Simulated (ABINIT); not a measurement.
CoO, 2 atoms in the cell. The typed cell holds 2 atoms: a = 2.996 Å, b = 2.996 Å, c = 2.996 Å, α = 60.33°, β = 60.33°, γ = 60.33°. The cell is a database's computed one. The cell isn't the ideal one: atoms moved at random, drawn with an rms of 0.05 Å.

```yaml
Program: ABINIT 10.8.3 (patched build)
Task: single point
Functional: PBE
Potentials_or_basis: JTH PAW PBE v2.0
Cutoff: 707 eV
k_mesh: 11 × 11 × 11
Occupations: fermi-dirac, width 0.05 eV
Spin: collinear spin, ferromagnetic start
Starting_moments: "[2.0, 0.0] μB"
Fine-grid_cutoff: 1306.15 eV
Exchange_and_correlation_inside_the_PAW_spheres: full angular mesh (pawxcdev 0, this build's default; the released program takes 1)
```

Potentials or basis: JTH PAW PBE v2.0.

Launch:

```console
$ abinit run.abi > log 2>&1
```

Hardware: 1 thread of Arm Neoverse V1, on a shared host.

Q: How long does it take, and how much memory?

A: Run time: 19 min on 1 thread of Arm Neoverse V1, on a shared host, peak memory 0.53 GiB. Counts: scf iterations 26, mpi ranks 1, k points 666, bands 16, plane waves 843.
